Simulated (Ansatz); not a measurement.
This GaAs structure is the end of a relaxation. The cell was found from a structure generator's guess, not taken from experiment.

The calculation used DFT PBE, scalar-relativistic, plane waves, PAW in Ansatz. Cutoff 420 eV, Γ-centred mesh, Gaussian smearing, no spin polarisation.

```cif
data_structure
_symmetry_space_group_name_H-M 'P 1'
_symmetry_Int_Tables_number 1
_cell_length_a 3.8438
_cell_length_b 3.9131
_cell_length_c 9.8116
_cell_angle_alpha 90.000
_cell_angle_beta 90.000
_cell_angle_gamma 90.000
_cell_volume 147.58
loop_
_atom_site_label
_atom_site_type_symbol
_atom_site_fract_x
_atom_site_fract_y
_atom_site_fract_z
_atom_site_occupancy
Ga1 Ga 0.50000 0.50000 0.17177 1
Ga2 Ga 0.50000 0.50000 0.82823 1
Ga3 Ga 0.00000 0.00000 0.50000 1
As1 As 0.50000 0.00000 0.32695 1
As2 As 0.00000 0.50000 0.00000 1
As3 As 0.50000 0.00000 0.67305 1
```

Formation energies are uncorrected and refer to the elements' standard structures at the same level.

(1) What space group does it have?

(2) What is its formation energy per atom?

(3) Is it a metal?

(4) From what recipe could a structure generator have reached it?

Results:

(1) Pmmm (No. 47). Conventional cell: a = 3.844 Å, b = 3.913 Å, c = 9.812 Å. Ga on a site of symmetry mm2 has 4 As at 2.48–2.56 Å; Ga on a site of symmetry mmm is surrounded by 4 As at 2.56 Å; around As on a site of symmetry mm2 lie 4 Ga at 2.48–2.56 Å; around As on a site of symmetry mmm lie 4 Ga at 2.56 Å.

(2) +0.05 eV/atom. A positive value: parting into the elements would lower its energy.

(3) Yes, bands cross the Fermi level on the 10×10×4 mesh.

(4) One such recipe: 4-connected net, two elements alternating (Pmmm, No. 47). Other recipes can lead to the same cell.

The last run used a 10×10×4 mesh (in the run's order of axes) for its 6-atom cell and Gaussian smearing of 0.10 eV. The reference form of As is held partly by dispersion forces, which this level lacks. A structure relaxed within its symmetry needn't be a true minimum.
